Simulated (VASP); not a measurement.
The system is GaP.

```
Ga P
1.0
     1.91438    1.10527    6.35644
    -1.91438    1.10527    6.35644
     0.00000   -2.21054    6.35644
Ga P
2 2
Direct
  0.43580 0.43580 0.43580
  0.56420 0.56420 0.56420
  0.05779 0.05779 0.05779
  0.94221 0.94221 0.94221
```

Measurements of this composition are mostly on another form, of space group No. 216.

Base run:

| Property | Result |
| --- | --- |
| Program | VASP 6.6.1 |
| Functional | PBEsol |
| Potentials or basis | VASP PAW PBE potentials, release 64 (Ga_d, P) |
| Cutoff | 520 eV |
| k mesh | 12 × 12 × 12 |
| Occupations | gaussian, width 0.02 eV |
| Spin | no spin polarisation |

Its results: band gap on the k mesh 0.69 eV, indirect (least direct gap 1.15 eV); pressure 0.0 GPa; largest force 0.005 eV/Å.

**Question.** The run is repeated on the same cell with these changes: cutoff from 520 eV to 700 eV; k mesh from 12 × 12 × 12 to 9 × 9 × 9. What comes out?

**Answer.** Band gap on the k mesh 0.79 eV, indirect (least direct gap 1.15 eV); pressure 0.0 GPa; largest force 0.005 eV/Å.

Caveats: the PAW data sets were made with another functional, which shifts forces and pressure a little; an odd mesh through Γ misses points on the zone boundary, where band edges often lie (some runs).
